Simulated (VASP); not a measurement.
# MnS (F-43m) in VASP: further runs

The runs below take MnS through relaxation of the atoms, single point, with PW91+D3(BJ), PBE.

All numbers are computed with VASP 6.6.1; they aren't measurements. Logs are shortened: lines on timing, memory, paths and dates and some standing lists are left out, and cuts for length are marked.

**1. The structure**

Symmetry: F-43m, No. 216, cubic system. Conventional cell: a = 4.947 Å, b = 4.947 Å, c = 4.947 Å, α = 90.00°, β = 90.00°, γ = 90.00°. Mn (site symmetry -43m) is surrounded by 4 S at 2.14 Å. S (site symmetry -43m) has 4 Mn at 2.14 Å as nearest neighbours.

The cell is a database's computed one.

**2. Relaxation of the atoms, PW91+D3(BJ), collinear spin, ferromagnetic start (cell strained at random at fixed volume)**

INCAR

```
ALGO = VeryFast
EDIFF = 1E-4
EDIFFG = -0.005
ENCUT = 520
GGA = 91
IBRION = 2
ISIF = 2
ISMEAR = 0
ISPIN = 2
IVDW = 12
LASPH = T
LCHARG = F
LMAXMIX = 4
LORBIT = 11
LREAL = F
LWAVE = F
MAGMOM = 4 0
NELM = 100
NSW = 40
NUPDOWN = 0
PREC = Accurate
SIGMA = 0.01
VDW_A1 = 0.6319
VDW_A2 = 4.5718
VDW_S6 = 1.0
VDW_S8 = 1.9598
```

KPOINTS

```
k-points
0
Gamma
  9 9 9
```

POSCAR

```
MnS
1.0
   -0.0031970000      2.5191520000      2.4407030000
    2.4278390000     -0.0104940000      2.4480010000
    2.4375000000      2.5361110000     -0.0201550000
Mn S
1 1
Direct
    0.0000000000      0.0000000000      0.0000000000
    0.7500000000      0.7500000000      0.7500000000
```

Potentials or basis: VASP PAW PBE potentials, release 64 (Mn_pv, S).

Command:

```
> cat potpaw_PBE.64/Mn_pv/POTCAR potpaw_PBE.64/S/POTCAR > POTCAR
> mpirun -np 1 vasp_std > vasp.out
```

OUTCAR:

```text
EDIFF = 1E-4
   EDIFFG = -0.005
   ENCUT = 520
   GGA = 91
   IBRION = 2
   ISIF = 2
   ISMEAR = 0
   ISPIN = 2
   IVDW = 12
   LASPH = T
   LORBIT = 11
   LREAL = F
   NELM = 100
   NSW = 40
   NUPDOWN = 0
   PREC = Accurate
 IVDW          = 12

 ion  position               nearest neighbor table
   1  0.000  0.000  0.000-   2 2.13   2 2.14   2 2.15   2 2.16
   2  0.750  0.750  0.750-   1 2.13   1 2.14   1 2.15   1 2.16

  LATTYP: Found a triclinic cell.
 ALAT       =     3.5075872269
 B/A-ratio  =     2.4324056105
 C/A-ratio  =     0.9881418090
 COS(alpha) =     0.0009549126
 COS(beta)  =     0.4911712693
 COS(gamma) =     0.8212068215

  Lattice vectors:

 A1 = (   0.0031970000,  -2.5191520000,  -2.4407030000)
 A2 = (  -4.8621420000,  -5.0447690000,  -4.8685490000)
 A3 = (   2.4406970000,   0.0169590000,  -2.4608580000)

Analysis of symmetry for initial positions (statically):
=====================================================================
 Subroutine PRICEL returns:
 Original cell was already a primitive cell.

 Routine SETGRP: Setting up the symmetry group for a
 triclinic supercell.

 Subroutine GETGRP returns: Found  1 space group operations
 (whereof  1 operations were pure point group operations)
 out of a pool of  2 trial point group operations.

The static configuration has the point symmetry C_1 .

Analysis of symmetry for dynamics (positions and initial velocities):
=====================================================================
 Subroutine PRICEL returns:
 Original cell was already a primitive cell.

 Routine SETGRP: Setting up the symmetry group for a
 triclinic supercell.

 Subroutine GETGRP returns: Found  1 space group operations
 (whereof  1 operations were pure point group operations)
 out of a pool of  2 trial point group operations.

The dynamic configuration has the point symmetry C_1 .

Analysis of structural, dynamic, and magnetic symmetry:
=====================================================================
 Subroutine PRICEL returns:
 Original cell was already a primitive cell.

 Routine SETGRP: Setting up the symmetry group for a
 triclinic supercell.

 Subroutine GETGRP returns: Found  1 space group operations
 (whereof  1 operations were pure point group operations)
 out of a pool of  2 trial point group operations.

The overall configuration has the point symmetry C_1 .

 Subroutine INISYM returns: Found  1 space group operations
 (whereof  1 operations are pure point group operations),
 and found     1 'primitive' translations

----------------------------------------------------------------------------------------

                                     Primitive cell

  volume of cell :      30.2654

  direct lattice vectors                    reciprocal lattice vectors
    -0.003197000  2.519152000  2.440703000    -0.205125019  0.198772708  0.204287679
     2.427839000 -0.010494000  2.448001000     0.206198075 -0.196566017  0.203154128
     2.437500000  2.536111000 -0.020155000     0.204606559  0.196047638 -0.202080987

  length of vectors
     3.507587227  3.447784974  3.517622987     0.351169928  0.349896334  0.348044890

  position of ions in fractional coordinates (direct lattice)
     0.000000000  0.000000000  0.000000000
     0.750000000  0.750000000  0.750000000

  ion indices of the primitive-cell ions
   primitive index   ion index
                 1           1
                 2           2

----------------------------------------------------------------------------------------

 KPOINTS: k-points

Automatic generation of k-mesh.
 Grid dimensions read from file:
 generate k-points for:    9    9    9

 Generating k-lattice:

  Cartesian coordinates                     Fractional coordinates (reciprocal lattice)
    -0.022791669  0.022085856  0.022698631     0.111111111  0.000000000  0.000000000
     0.022910897 -0.021840669  0.022572681    -0.000000000  0.111111111 -0.000000000
     0.022734062  0.021783071 -0.022453443     0.000000000  0.000000000  0.111111111

  Length of vectors
     0.039018881  0.038877370  0.038671654

  Shift w.r.t. Gamma in fractional coordinates (k-lattice)
     0.000000000  0.000000000  0.000000000

 Subroutine IBZKPT returns following result:
 ===========================================

 Found    365 irreducible k-points:

 Following reciprocal coordinates:
            Coordinates               Weight
  0.000000  0.000000  0.000000      1.000000
  0.111111  0.000000  0.000000      2.000000
  0.222222  0.000000  0.000000      2.000000
  0.333333  0.000000  0.000000      2.000000
  0.444444  0.000000  0.000000      2.000000
 -0.000000  0.111111 -0.000000      2.000000
[... 42 lines left out ...]
 -0.222222 -0.000000  0.111111      2.000000
 -0.111111 -0.000000  0.111111      2.000000
 [... further k-points ...]
   k-points           NKPTS =    365   k-points in BZ     NKDIM =    365   number of bands    NBANDS=     15
   number of dos      NEDOS =    301   number of ions     NIONS =      2
   total plane-waves  NPLWV =  21952
   dimension x,y,z NGX =    28 NGY =   28 NGZ =   28
   dimension x,y,z NGXF=    56 NGYF=   56 NGZF=   56
   ions per type =               1   1
   NGX,Y,Z   is equivalent  to a cutoff of  13.27, 13.50, 13.23 a.u.
   NGXF,Y,Z  is equivalent  to a cutoff of  26.54, 27.00, 26.47 a.u.
 SYSTEM =  unknown system
   PREC   = accura    normal or accurate (medium, high low for compatibility)
   ISTART =      0    job   : 0-new  1-cont  2-samecut
   ICHARG =      2    charge: 1-file 2-atom 10-const
   ISPIN  =      2    spin polarized calculation?
   LNONCOLLINEAR =      F non collinear calculations
   LSORBIT =      F    spin-orbit coupling
   LASPH  =      T    aspherical Exc in radial PAW
   ENCUT  =  520.0 eV  38.22 Ry    6.18 a.u.   6.52  6.41  6.54*2*pi/ulx,y,z
   NELM   =    100;   NELMIN=  2; NELMDL=-12     # of ELM steps
   EDIFF  = 0.1E-03   stopping-criterion for ELM
   LREAL  =      F    real-space projection
   EDIFFG = -.5E-02   stopping-criterion for IOM
   NSW    =     40    number of steps for IOM
   IBRION =      2    ionic relax: 0-MD 1-quasi-New 2-CG
   NFREE  =      1    steps in history (QN), initial steepest desc. (CG)
   ISIF   =      2    stress and relaxation
   ISYM   =      2    0-nonsym 1-usesym 2-fastsym
   POTIM  = 0.5000    time-step for ionic-motion
   TEBEG  =    0.0;   TEEND  =   0.0 temperature during run
   PSTRESS=    0.0 pullay stress
   NELECT =      19.0000    total number of electrons
   NUPDOWN=       0.0000    fix difference up-down
   EMIN   =  10.00;   EMAX   =-10.00  energy-range for DOS
   EFERMI =   0.00;   METHOD = LEGACY
   ISMEAR =     0;   SIGMA  =   0.01  broadening in eV -4-tet -1-fermi 0-gaus
   EFERMI_NEDOS =   21; number of points for ismear=-14 and -15
   IALGO  =     48    algorithm
   IMIX   =      4    mixing-type and parameters
     AMIX     =   0.40;   BMIX     =  1.00
     AMIX_MAG =   1.60;   BMIX_MAG =  1.00
  volume/ion in A,a.u.               =      15.13       102.12
  Fermi-wavevector in a.u.,A,eV,Ry     =   1.401771  2.648964 26.734949  1.964963
  Thomas-Fermi vector in A             =   2.524600
   LORBIT       =     11    0 simple, 1 ext, 2 COOP (PROOUT), +10 PAW based schemes
   GGA     = 91    functional components
   LHFCALC =     F    Hartree Fock is set to
   AEXX    =    0.0000 exact exchange contribution
   IVDW    =    12    specifies the selected vdW correction
   LEPSILON=     F    determine dielectric tensor
   LRPA    =     F    only Hartree local field effects (RPA)
 conjugate gradient relaxation of ions
 spin polarized calculation
 RMM-DIIS sequential band-by-band
 Gauss-broadening in eV      SIGMA  =   0.01
  energy-cutoff  :      520.00
  volume of cell :       30.27
 maximum number of plane-waves:       832
 NGX is ok and might be reduce to    28
   NGX = 13   NGY = 13   NGZ = 13

--------------------------------------- Ionic step        1  -------------------------------------------

 number of electron      18.9999995 magnetization      -0.0324072

 number of electron      18.9999995 magnetization       0.0016131

 Free energy of the ion-electron system (eV)
  ---------------------------------------------------
  ext. energy  EPLUGINS =         0.00000000
  ---------------------------------------------------
  free energy    TOTEN  =       -13.70446072 eV

  energy without entropy =      -13.70430573  energy(sigma->0) =      -13.70438322

------------------------ aborting loop because EDIFF is reached ----------------------------------------

 Edisp (eV)   -0.66077

 E8    (eV) :    -0.3536
[... 107 lines left out ...]
  FREE ENERGIE OF THE ION-ELECTRON SYSTEM (eV)
  ---------------------------------------------------
  free  energy   TOTEN  =       -14.3663423995 eV

  energy  without entropy=      -14.3662071188  energy(sigma->0) =      -14.36627476

[... ionic steps 4 to 18 ...]

--------------------------------------- Ionic step       19  -------------------------------------------

 number of electron      18.9999995 magnetization      -0.0000000

------------------------ aborting loop because EDIFF is reached ----------------------------------------
[... 75 lines left out ...]
--------------------------------------- Ionic step       21  -------------------------------------------

 number of electron      18.9999995 magnetization      -0.0000000

 Free energy of the ion-electron system (eV)
  ---------------------------------------------------
  ext. energy  EPLUGINS =         0.00000000
  ---------------------------------------------------
  free energy    TOTEN  =       -13.70556467 eV

  energy without entropy =      -13.70543719  energy(sigma->0) =      -13.70550093

 E-fermi :   7.3515     XC(G=0): -11.2700

 val. band max:        7.3497034214   @ k =  -0.0000   0.4444   0.2222
 cond. band min:       7.3551562855   @ k =   0.4444   0.4444   0.2222
 fundamental gap:      0.0054528640
 Fermi energy:         7.3515423153

 spin component 1

 k-point     1 :       0.0000    0.0000    0.0000
  band No.  band energies     occupation
      1     -40.2389      1.00000
      2     -40.1999      1.00000
      3     -40.1979      1.00000
      4      -7.8976      1.00000
      5       2.6444      1.00000
      6       2.7080      1.00000
      7       2.7389      1.00000
      8       6.5171      1.00000
      9       6.7128      1.00000
     10      10.9962      0.00000
     11      11.0799      0.00000
     12      11.1054      0.00000
     13      11.2050      0.00000
     14      15.1628      0.00000
[... 691 lines left out ...]
      4      -6.3981      1.00000
      5       1.1850      1.00000
      6       2.4359      1.00000
      7       3.0934      1.00000
      8       6.1907      1.00000
      9       6.8069      1.00000
     10       7.1325      1.00000
     11       8.6518      0.00000
     12       8.8494      0.00000
     13      13.6462      0.00000
     14      15.7544      0.00000
     15      17.2015      0.00000

 [... further k-points ...]

 spin component 2

 k-point     1 :       0.0000    0.0000    0.0000
  band No.  band energies     occupation
      1     -40.2389      1.00000
      2     -40.1999      1.00000
      3     -40.1979      1.00000
      4      -7.8976      1.00000
      5       2.6444      1.00000
      6       2.7080      1.00000
      7       2.7389      1.00000
      8       6.5171      1.00000
      9       6.7128      1.00000
     10      10.9962      0.00000
     11      11.0799      0.00000
     12      11.1054      0.00000
     13      11.2050      0.00000
     14      15.2028      0.00000
[... 736 lines left out ...]
  FREE ENERGIE OF THE ION-ELECTRON SYSTEM (eV)
  ---------------------------------------------------
  free  energy   TOTEN  =       -14.3663301314 eV

  energy  without entropy=      -14.3662026586  energy(sigma->0) =      -14.36626640

 reached required accuracy - stopping structural energy minimisation

 total charge

# of ion       s       p       d       tot
------------------------------------------
    1        0.350   6.311   5.378  12.039
    2        1.324   2.427   0.000   3.751
--------------------------------------------------
tot          1.674   8.738   5.378  15.790

 magnetization (x)

# of ion       s       p       d       tot
------------------------------------------
    1       -0.000  -0.000   0.000  -0.000
    2        0.000  -0.000   0.000  -0.000
--------------------------------------------------
tot         -0.000  -0.000   0.000  -0.000
```

It took 12 min on 1 thread of Intel Xeon 6975P-C (Granite Rapids), shared host; peak memory 0.41 GiB.

The run converged, but some of its settings lie outside the range that counts as converged (typed here: EDIFF = 0.0001; ALGO = VeryFast), so its numbers aren't taken as properties of the crystal.

What came out:

| Quantity | Value |
| --- | --- |
| Free energy | -14.3663 eV |
| Energy gained by relaxing | 0.6 meV/atom |
| Ionic steps | 21 |
| Pressure after relaxing | -0.5 GPa |
| Largest force after relaxing | 0.005 eV/Å |
| Net moment | 0.00 μB per cell |
| Valence electrons inside the program's atomic spheres | Mn 12.04; S 3.75 |
| Dispersion energy per atom | -0.330 eV |

Caveat: the moment is held away from its start; the starting moments collapsed, and a magnetic state may lie lower; the PAW data sets were made with another functional, which shifts forces and pressure a little; the total moment is fixed, so each spin has its own Fermi level.

(Part 1 of 2 ends here.)
